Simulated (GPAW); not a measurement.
Set up this calculation in GPAW 26.7.0, as an ASE script.

```
Task                : optical spectrum
Functional          : PBE
Potentials or basis : GPAW PAW data sets (gpaw-data 1.2.1)
Cutoff              : 400 eV
Basis               : pw
k mesh              : 8 × 8 × 4
Occupations         : fermi-dirac, width 0.05 eV
Spin                : no spin polarisation
Eta                 : 0.1 eV
Response ecut       : 50 eV
Scissors            : 0 eV
Kernel              : RPA
Maxiter             : 150
Response k mesh     : 18 × 18 × 10
Domega0             : 0.05 eV
Omega2              : 10 eV
Response bands      : 32
Directions          : ["x", "z"]
Intraband           : yes
```

Crystal: Zr.

```xyz
2
Lattice="3.2320 0.0000 0.0000 -1.6160 2.7990 0.0000 0.0000 0.0000 5.1470" Properties=species:S:1:pos:R:3 pbc="T T T"
Zr    1.6160    0.9330    3.8603
Zr    0.0000    1.8660    1.2868
```

These files were run (other wordings do the same):

run.py

```python
from ase import Atoms
from ase.dft.bandgap import bandgap
from ase.io import write
from gpaw import GPAW, PW
from gpaw.response.df import DielectricFunction

atoms = Atoms(['Zr', 'Zr'],
              cell=[[3.232, 0.0, 0.0],
                    [-1.616, 2.798994105, 0.0],
                    [0.0, 0.0, 5.147]],
              scaled_positions=[[0.6666666667, 0.3333333333, 0.75],
                                [0.3333333333, 0.6666666667, 0.25]],
              pbc=True)

calc = GPAW(mode=PW(400),
            xc='PBE',
            kpts={'size': (8, 8, 4), 'gamma': True},
            occupations={'name': 'fermi-dirac', 'width': 0.05},
            nbands=24,
            convergence={'density': 1e-06},
            maxiter=150,
            txt='gpaw.txt')
atoms.calc = calc
energy = atoms.get_potential_energy()
calc.write('gs.gpw')
write('result.traj', atoms)
print(f'Energy: {energy:.6f} eV')
print('Fermi level:', round(calc.get_fermi_level(), 4), 'eV')
print(f'Gap: {bandgap(calc)[0]:.4f} eV, direct: {bandgap(calc, direct=True)[0]:.4f} eV')

dense = calc.fixed_density(kpts={'size': (18, 18, 10), 'gamma': True},
                           nbands=38, convergence={'bands': 32, 'eigenstates': 1e-7},
                           update_fermi_level=True, txt='dense.txt')
dense.write('dense.gpw', mode='all')

df = DielectricFunction('dense.gpw', frequencies={'type': 'nonlinear', 'domega0': 0.05, 'omega2': 10},
                        eta=0.1, ecut=50, nbands=32, rate='eta', txt='df.txt')
for direction in ['x', 'z']:
    df.get_dielectric_function(xc='RPA', direction=direction, filename=f'df_{direction}.csv')
```

Potentials or basis: GPAW PAW data sets (gpaw-data 1.2.1), pw.

The run is started by

```bash
$ OMP_NUM_THREADS=1 python run.py
```

It gave:

```yaml
Band_gap_on_the_k_mesh: none (metal or under the smearing width)
```

Caveat: the intraband term hangs on this k mesh; the long-wavelength limit can be off by several per cent where d states take part; independent-particle spectra lack excitons.

Run time: 2.9 min on 1 thread of Arm Neoverse V2, on a shared host, peak memory 0.49 GiB.
